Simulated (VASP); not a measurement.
Input of a VASP 6.6.1 run:

The input POSCAR:

```
SrTiO3                                  
1.0
    3.9029101995      0.0000000000      0.0000000000
   -0.0000000000      3.9029101995      0.0000000000
    0.0000000000      0.0000000000      3.9029101995
  Sr              Ti              O             
     1     1     3
Direct
     0.0000000000000000    0.0000000000000000    0.0000000000000000
     0.5000000000000000    0.5000000000000000    0.5000000000000000
     0.5000000000000000    0.5000000000000000    0.0000000000000000
     0.0000000000000000    0.5000000000000000    0.5000000000000000
     0.5000000000000000    0.0000000000000000    0.5000000000000000
```

INCAR.step1

```
SYSTEM = SrTiO3
PREC = Accurate
ENCUT = 520
EDIFF = 1E-6
ISMEAR = 0
SIGMA = 0.02
LREAL = .False.
LASPH = .True.
NELM = 100
ALGO = Normal
ISIF = 2
LWAVE = .False.
LCHARG = .True.
LNONCOLLINEAR = .True.
MAGMOM = 0 0 0 0 0 0 0 0 0 0 0 0 0 0 0
LORBIT = 11
LSORBIT = .True.
GGA_COMPAT = .False.
LMAXMIX = 4
GGA = PE
```

The input KPOINTS.step1:

```
Automatic mesh
0
Gamma
  8 8 8
  0 0 0
```

The input INCAR.step2:

```
SYSTEM = SrTiO3
PREC = Accurate
ENCUT = 520
EDIFF = 1E-6
ISMEAR = 0
SIGMA = 0.05
LREAL = .False.
LASPH = .True.
NELM = 100
ALGO = Normal
ISIF = 2
LWAVE = .False.
LCHARG = .False.
LNONCOLLINEAR = .True.
MAGMOM = 0 0 0 0 0 0 0 0 0 0 0 0 0 0 0
LORBIT = 11
LSORBIT = .True.
GGA_COMPAT = .False.
LMAXMIX = 4
GGA = PE
ICHARG = 11
```

The input KPOINTS.step2:

```
path GXMGRX,MR
10
line-mode
reciprocal
 0.0000000000  0.0000000000  0.0000000000  G
 0.0000000000  0.5000000000  0.0000000000  X

 0.0000000000  0.5000000000  0.0000000000  X
 0.5000000000  0.5000000000  0.0000000000  M

 0.5000000000  0.5000000000  0.0000000000  M
 0.0000000000  0.0000000000  0.0000000000  G

 0.0000000000  0.0000000000  0.0000000000  G
 0.5000000000  0.5000000000  0.5000000000  R

 0.5000000000  0.5000000000  0.5000000000  R
 0.0000000000  0.5000000000  0.0000000000  X

 0.5000000000  0.5000000000  0.0000000000  M
 0.5000000000  0.5000000000  0.5000000000  R
```

Potentials or basis: VASP PAW PBE potentials, release 64 (Sr_sv, Ti_sv, O).

The run is started by

```console
$ cat potpaw_PBE.64/Sr_sv/POTCAR potpaw_PBE.64/Ti_sv/POTCAR potpaw_PBE.64/O/POTCAR > POTCAR
$ cp INCAR.step1 INCAR
$ cp KPOINTS.step1 KPOINTS
$ mpirun -np 1 vasp_ncl > vasp.out
$ cp INCAR.step2 INCAR
$ cp KPOINTS.step2 KPOINTS
$ mpirun -np 1 vasp_ncl > vasp.out
```

Problem. Estimate the net moment.

Solution. 0.00 μB per cell.

Moments on the atoms (μB; x, y, z):
```
Sr  0.00 0.00 0.00
Ti  0.00 0.00 0.00
O   0.00 0.00 0.00
O   0.00 0.00 0.00
O   0.00 0.00 0.00
```
